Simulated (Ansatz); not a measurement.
## BP: pressure against volume

BP, F-43m, a = 4.548 Å. Ansatz: PBE, PAW, 420 eV, Γ-centred 10×10×10 mesh on 2 atoms, Gaussian smearing 0.02 eV; no spin polarisation. Symmetry fixes shape and atoms, so the cell is only scaled; pressure is positive in compression.

```tsv
V (Å³/atom)	P (GPa)
10.350	26.36
10.703	18.27
11.056	11.29
11.409	5.24
11.761	0.01
12.114	-4.51
12.467	?
12.938	-12.84
```

Take V0 = 11.761 Å³/atom, count pressures from its P0 = 0.01 GPa, fit the third-order Birch–Murnaghan form to the other rows, and predict the missing pressure.

With the Eulerian strain f = ½[(V0/V)^(2/3) − 1] and y = (P − P0)/[3f(1 + 2f)^(5/2)], the form is the line y = B0 + 1.5 B0 (B0′ − 4) f. Rows (f, y): 0.04447, 159.6; 0.03243, 160.4; 0.02104, 161.2; 0.01023, 162.0; -0.00976, 162.2; -0.03080, 163.0. Means f = 0.01127, y = 161.40; Σ(Δf)² = 0.003859, ΣΔfΔy = -0.1676; the slope is their ratio. y = 161.9 − 43.44 f GPa, so B0 = 161.9 GPa and B0′ = 4 + 2 × (-43.44)/(3 × 161.9) = 3.82. At V = 12.467, f = -0.01906, y = 162.73 and P = -8.43 GPa. The run gave -8.43 GPa, the same to the digits shown.